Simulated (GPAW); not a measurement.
Crystal: Sb.

```
Sb
1.0
     3.16000    0.00000    0.00000
     0.00000    3.16000    0.00000
     0.00000    0.00000    3.16000
Sb
1
Direct
  0.00000 0.00000 0.00000
```

This isn't the form of Sb at room conditions, which is rhombohedral.

* Program: GPAW 26.7.0
* Task: relaxation of cell and atoms
* Functional: PBEsol
* Potentials or basis: PAW data sets generated in the run's folder for this functional
* Cutoff: 600 eV
* Basis: pw
* k mesh: 8 × 8 × 8
* Occupations: fermi-dirac, width 0.05 eV
* Spin: no spin polarisation

At the start: pressure -4.9 GPa; volume 31.55 Å³/atom.

Task: How do energy, volume and symmetry change on relaxing?

Result: Over 4 steps the energy falls by 46.6 meV/atom and the volume is 28.75 Å³/atom (-8.9 %); space group Pm-3m (No. 221, to 0.05 Å).

The path:
```
step  energy change (eV)  largest force (eV/Å)  pressure (GPa)  volume (Å³)
   1              0.0000                0.0000           -4.91        31.55
   2             -0.0318                0.0000           -3.01        30.27
   3             -0.0462                0.0000            0.47        28.54
   4             -0.0466                0.0000           -0.03        28.75
```

Final structure:
```xyz
1
Lattice="3.0635 0.0000 0.0000 0.0000 3.0635 0.0000 0.0000 0.0000 3.0635" Properties=species:S:1:pos:R:3 pbc="T T T"
Sb    0.0000    0.0000    0.0000
```

Caveat: later steps reuse the first step's grids.
